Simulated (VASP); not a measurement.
# Ir (P6_3/mmc) in VASP: notebook, part 2 of 2

VASP 6.6.1. Earlier steps stand in the parts before.

### Step 4. Single point, PBE

INCAR

```
SYSTEM = Ir
ADDGRID = .FALSE. ; ALGO = Normal
EDIFF = 1E-6 ; ENCUT = 900
GGA = PE ; ISIF = 2
ISMEAR = 0 ; LASPH = .TRUE.
LCHARG = .FALSE. ; LREAL = .FALSE.
LWAVE = .FALSE. ; NELM = 100
PREC = Accurate ; SIGMA = 0.2
```

KPOINTS

```
k-points
0
G
  7 7 4
  0 0 0
```

POSCAR

```
Ir
1.0
    2.7513778946      0.0000000000      0.0000000000
   -1.3756889473      2.3827631521      0.0000000000
    0.0000000000      0.0000000000      4.4622900000
Ir
2
Direct
    0.3583140000      0.6617470000      0.2121330000
    0.6598720000      0.3587530000      0.7691070000
```

Potentials or basis: VASP PAW PBE potentials, release 64 (Ir).

Run with:

```bash
$ cat potpaw_PBE.64/Ir/POTCAR > POTCAR
$ mpirun -np 1 vasp_std > vasp.out
```

OUTCAR:

```text
SYSTEM = Ir
   EDIFF = 1E-6
   ENCUT = 900
   GGA = PE
   ISIF = 2
   ISMEAR = 0
   LASPH = .TRUE.
   LREAL = .FALSE.
   NELM = 100
   PREC = Accurate

 Found     99 irreducible k-points:

 Following reciprocal coordinates:
            Coordinates               Weight
  0.000000  0.000000  0.000000      1.000000
  0.142857  0.000000  0.000000      2.000000
  0.000000  0.142857  0.000000      2.000000
 -0.142857  0.142857  0.000000      2.000000
  0.285714 -0.000000  0.000000      2.000000
  0.000000  0.285714  0.000000      2.000000
[... 166 lines left out ...]
     11      10.9701      0.00000
     12      16.1629      0.00000
     13      16.7782      0.00000

 [... further k-points ...]
[... 5 lines left out ...]
  --------------------------------------------------------------------------------------
  -------------------------------------------------------------------------------------
  Total        1.5812496      0.9520467      4.1304917     -0.5526923      0.8629437     -1.5292664
  in kB       86.6008413     52.1410701    226.2160559    -30.2694902     47.2611316    -83.7538578
  external PRESSURE =     121.6526558 kB  Pullay stress =       0.0000000 kB

 VOLUME and BASIS-vectors are now :
 -----------------------------------------------------------------------------
  energy-cutoff  :      900.00
  volume of cell :       29.25
      direct lattice vectors                 reciprocal lattice vectors
     2.751377895  0.000000000  0.000000000     0.363454254  0.209840411  0.000000000
    -1.375688947  2.382763152  0.000000000     0.000000000  0.419680823  0.000000000
     0.000000000  0.000000000  4.462290000     0.000000000  0.000000000  0.224100182

 POSITION                                       TOTAL-FORCE (eV/Angst)
 -----------------------------------------------------------------------------------
      0.07550      1.57679      0.94660        -0.921998      0.519404      3.837698
      1.32202      0.85482      3.43198         0.921998     -0.519404     -3.837698
 -----------------------------------------------------------------------------------
    total drift:                               -0.000000      0.000000      0.000000

  FREE ENERGIE OF THE ION-ELECTRON SYSTEM (eV)
  ---------------------------------------------------
  free  energy   TOTEN  =       -17.1236362605 eV

  energy  without entropy=      -17.0902212499  energy(sigma->0) =      -17.10692876
```

OSZICAR:

```text
N       E                     dE             d eps       ncg     rms          rms(c)
DAV:   1     0.198704893760E+03    0.19870E+03   -0.12138E+04  2574   0.215E+03
DAV:   2    -0.864869355588E+01   -0.20735E+03   -0.19269E+03  2614   0.433E+02
DAV:   3    -0.179967615944E+02   -0.93481E+01   -0.86771E+01  3201   0.102E+02
DAV:   4    -0.181924002926E+02   -0.19564E+00   -0.19392E+00  2735   0.144E+01
DAV:   5    -0.181957173356E+02   -0.33170E-02   -0.33163E-02  3275   0.166E+00    0.223E+01
DAV:   6    -0.173064358239E+02    0.88928E+00   -0.14145E+00  2984   0.167E+01    0.949E+00
DAV:   7    -0.171352230645E+02    0.17121E+00   -0.48844E-01  3174   0.928E+00    0.207E+00
DAV:   8    -0.171242552766E+02    0.10968E-01   -0.95493E-03  2809   0.117E+00    0.241E-01
DAV:   9    -0.171236197418E+02    0.63553E-03   -0.21283E-03  3149   0.674E-01    0.275E-02
DAV:  10    -0.171236323401E+02   -0.12598E-04   -0.29898E-05  3098   0.522E-02    0.147E-02
DAV:  11    -0.171236368546E+02   -0.45145E-05   -0.27420E-06  2757   0.145E-02    0.725E-03
DAV:  12    -0.171236362605E+02    0.59410E-06   -0.21305E-07  1652   0.454E-03
   1 F= -.17123636E+02 E0= -.17106929E+02  d E =-.334150E-01
```

stdout:

```text
POSCAR found type information on POSCAR Ir
 POSCAR found :  1 types and       2 ions
 scaLAPACK will be used
 LDA part: xc-table for (Slater+PW92), standard interpolation
 POSCAR, INCAR and KPOINTS ok, starting setup
 FFT: planning ... GRIDC
 FFT: planning ... GRID_SOFT
 FFT: planning ... GRID
 WAVECAR not read
 entering main loop
```

Run time: 57 s. Hardware: 1 thread of Intel Xeon Platinum 8375C at 2.90GHz (Ice Lake), shared host; peak memory 0.24 GiB.

These settings aren't checked as converged: the numbers below hold their error.

What came out:

* Free energy: -17.1236 eV
* Pressure: 12.2 GPa
* Largest force: 3.981 eV/Å
* Band gap on the k mesh: none (metal or under the smearing width)

Caveat: the k mesh is coarse (spacing up to 0.38 Å⁻¹), so the values aren't converged.

### Step 5. Single point, PBE

Edit INCAR of step 4 so:

```diff
@@ -2,3 +2,3 @@
 ADDGRID = .FALSE. ; ALGO = Normal
-EDIFF = 1E-6 ; ENCUT = 900
+EDIFF = 1E-6 ; ENCUT = 400
 GGA = PE ; ISIF = 2
```

KPOINTS

```
k-points
0
G
  11 11 6
  0 0 0
```

POSCAR

```
Ir
1.0
    2.7513778946      0.0000000000      0.0000000000
   -1.3756889473      2.3827631521      0.0000000000
    0.0000000000      0.0000000000      4.4622900000
Ir
2
Direct
    0.3333333333      0.6666666667      0.2500000000
    0.6666666667      0.3333333333      0.7500000000
```

Potentials or basis: VASP PAW PBE potentials, release 64 (Ir).

Run with:

```bash
$ cat potpaw_PBE.64/Ir/POTCAR > POTCAR
$ mpirun -np 1 vasp_std > vasp.out
```

OUTCAR:

```text
SYSTEM = Ir
   EDIFF = 1E-6
   ENCUT = 400
   GGA = PE
   ISIF = 2
   ISMEAR = 0
   LASPH = .TRUE.
   LREAL = .FALSE.
   NELM = 100
   PREC = Accurate

 Found     64 irreducible k-points:

 Following reciprocal coordinates:
            Coordinates               Weight
  0.000000  0.000000  0.000000      1.000000
  0.090909 -0.000000  0.000000      6.000000
  0.181818 -0.000000  0.000000      6.000000
  0.272727 -0.000000  0.000000      6.000000
  0.363636 -0.000000  0.000000      6.000000
  0.454545 -0.000000  0.000000      6.000000
   k-points           NKPTS =     64   k-points in BZ     NKDIM =     64   number of bands    NBANDS=     13
   number of dos      NEDOS =    301   number of ions     NIONS =      2
   total plane-waves  NPLWV =   9720
   dimension x,y,z NGX =    18 NGY =   18 NGZ =   30
   dimension x,y,z NGXF=    36 NGYF=   36 NGZF=   60
   ions per type =               2
   NGX,Y,Z   is equivalent  to a cutoff of  10.88, 10.88, 11.18 a.u.
   NGXF,Y,Z  is equivalent  to a cutoff of  21.75, 21.75, 22.35 a.u.
 SYSTEM =  Ir
   PREC   = accura    normal or accurate (medium, high low for compatibility)
   ISTART =      0    job   : 0-new  1-cont  2-samecut
   ICHARG =      2    charge: 1-file 2-atom 10-const
   ISPIN  =      1    spin polarized calculation?
   LNONCOLLINEAR =      F non collinear calculations
   LSORBIT =      F    spin-orbit coupling
[... 63 lines left out ...]
      2       2.1089      2.00000
      3       6.1891      2.00000
      4       6.2942      2.00000
      5       6.2942      2.00000
      6       6.9184      2.00000
      7       6.9184      2.00000
      8       7.6781      2.00000
      9       7.6781      2.00000
     10       9.2137      2.00000
     11      10.2062      0.05249
     12      10.2062      0.05249
     13      16.7279      0.00000
[... 66 lines left out ...]
  band No.  band energies     occupation
      1       2.6944      2.00000
      2       2.8153      2.00000
      3       3.4143      2.00000
      4       6.0384      2.00000
      5       6.4902      2.00000
      6       6.5652      2.00000
      7       7.0797      2.00000
      8      10.5056      0.00005
      9      10.8556      0.00000
     10      10.8817      0.00000
     11      12.0017      0.00000
     12      15.1285      0.00000
     13      17.6266      0.00000

 [... further k-points ...]
[... 5 lines left out ...]
  --------------------------------------------------------------------------------------
  -------------------------------------------------------------------------------------
  Total       -0.0621885     -0.0621885     -0.1990988      0.0000000      0.0000000      0.0000000
  in kB       -3.4058992     -3.4058992    -10.9041120      0.0000000      0.0000000      0.0000000
  external PRESSURE =      -5.9053035 kB  Pullay stress =       0.0000000 kB

 VOLUME and BASIS-vectors are now :
 -----------------------------------------------------------------------------
  energy-cutoff  :      400.00
  volume of cell :       29.25
      direct lattice vectors                 reciprocal lattice vectors
     2.751377895  0.000000000  0.000000000     0.363454254  0.209840411  0.000000000
    -1.375688947  2.382763152  0.000000000     0.000000000  0.419680823  0.000000000
     0.000000000  0.000000000  4.462290000     0.000000000  0.000000000  0.224100182

 POSITION                                       TOTAL-FORCE (eV/Angst)
 -----------------------------------------------------------------------------------
     -0.00000      1.58851      1.11557        -0.000000      0.000000      0.000000
      1.37569      0.79425      3.34672         0.000000     -0.000000      0.000000
 -----------------------------------------------------------------------------------
    total drift:                                0.000000     -0.000000     -0.000000

  FREE ENERGIE OF THE ION-ELECTRON SYSTEM (eV)
  ---------------------------------------------------
  free  energy   TOTEN  =       -17.5535408564 eV

  energy  without entropy=      -17.4954209659  energy(sigma->0) =      -17.52448091
```

OSZICAR:

```text
N       E                     dE             d eps       ncg     rms          rms(c)
DAV:   1     0.129253093436E+03    0.12925E+03   -0.73558E+03  1664   0.112E+03
DAV:   2    -0.131451446804E+02   -0.14240E+03   -0.13179E+03  1719   0.341E+02
DAV:   3    -0.185672800350E+02   -0.54221E+01   -0.50101E+01  2067   0.720E+01
DAV:   4    -0.186630132653E+02   -0.95733E-01   -0.93900E-01  1729   0.888E+00
DAV:   5    -0.186650019936E+02   -0.19887E-02   -0.19879E-02  2067   0.122E+00    0.201E+01
DAV:   6    -0.177319094978E+02    0.93309E+00   -0.15536E+00  1924   0.171E+01    0.832E+00
DAV:   7    -0.175652329125E+02    0.16668E+00   -0.48012E-01  2029   0.913E+00    0.212E+00
DAV:   8    -0.175564484348E+02    0.87845E-02   -0.53629E-03  1742   0.785E-01    0.920E-01
DAV:   9    -0.175535252024E+02    0.29232E-02   -0.43534E-03  1964   0.957E-01    0.292E-02
DAV:  10    -0.175535359634E+02   -0.10761E-04   -0.19163E-05  2027   0.407E-02    0.995E-03
DAV:  11    -0.175535407441E+02   -0.47807E-05   -0.23657E-06  1678   0.137E-02    0.191E-03
DAV:  12    -0.175535408564E+02   -0.11230E-06   -0.10264E-07   897   0.353E-03
   1 F= -.17553541E+02 E0= -.17524481E+02  d E =-.581199E-01
```

Wall time 11 s (1 thread of Intel Xeon Platinum 8375C at 2.90GHz (Ice Lake), shared host); peak memory 0.13 GiB.

The run converged, but some of its settings lie outside the range that counts as converged, so its numbers aren't taken as properties of the crystal.

What came out:

```
Free energy            : -17.5535 eV
Pressure               : -0.6 GPa
Band gap on the k mesh : none (metal or under the smearing width)
```

### Step 6. For comparison

An earlier run on the cell as given: functional PBEsol; potentials or basis VASP PAW PBE potentials, release 64 (Ir); cutoff 520 eV; k mesh 11 × 11 × 6; occupations fermi-dirac, width 0.05 eV; no spin polarisation.

- Pressure: -11.6 GPa
- Band gap on the k mesh: none (metal or under the smearing width)
